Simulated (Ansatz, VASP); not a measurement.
# Al: VASP beside Ansatz

```
Al
1.0
     0.00000    2.02398    2.02398
     2.02398    0.00000    2.02398
     2.02398    2.02398    0.00000
Al
1
Cartesian
  0.0000 0.0000 0.0000
```

Alike in both runs: task electric field gradients; functional PBE; k mesh 14 × 14 × 14; occupations fermi-dirac, width 0.05 eV; no spin polarisation.

```csv
,VASP,Ansatz
version,VASP 6.6.1,Ansatz 0.2.0
potentials or method,"VASP PAW PBE potentials, release 64 (Al)","PAW with Ansatz's default frozen-core files, scalar-relativistic"
plane-wave cutoff (eV),520,420
valence electrons in the cell,3,3
```

```tsv
	VASP	Ansatz	Ansatz less VASP
pressure (GPa)	-0.6	-0.6	+0.04
Vzz of the field gradient on the site that differs most (V/Å²)	0.0	0.0	0.00
```
